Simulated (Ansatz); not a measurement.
Is this LiF structure stable?

The structure comes from a generated guess, relaxed at this level; another structure or a mixture of phases may lie lower.

Theory: DFT PBE, scalar-relativistic, plane waves, PAW in Ansatz. Cutoff 420 eV, Γ-centred 10×10×10 mesh (2-atom cell), Gaussian smearing of 0.02 eV, no spin polarisation.

```
Li F
1.0
     0.00000    2.18181    2.18181
     2.18181    0.00000    2.18181
     2.18181    2.18181    0.00000
Li F
1 1
Cartesian
  1.0909 1.0909 1.0909
  2.1818 2.1818 2.1818
```

Energies over the elements count from the elements' standard structures at the same level (F₂ as a molecule), with no fitted energy shifts.

Question: These tests were run: energy against the elements; random kick, then relaxation without symmetry; phonons on a 4×4×4 q mesh. What do they show?

Answer:

| test | result |
| --- | --- |
| energy against the elements | −2.942 eV/atom |
| random kick, then relaxation without symmetry | returns |
| phonons on a 4×4×4 q mesh | no imaginary mode on the mesh |

It fails none of these tests. Other phases of the system weren't compared here, so this isn't yet thermodynamic stability.

The kick test ran on a coarse mesh. The run for the phonons used a 12×12×12 k mesh.
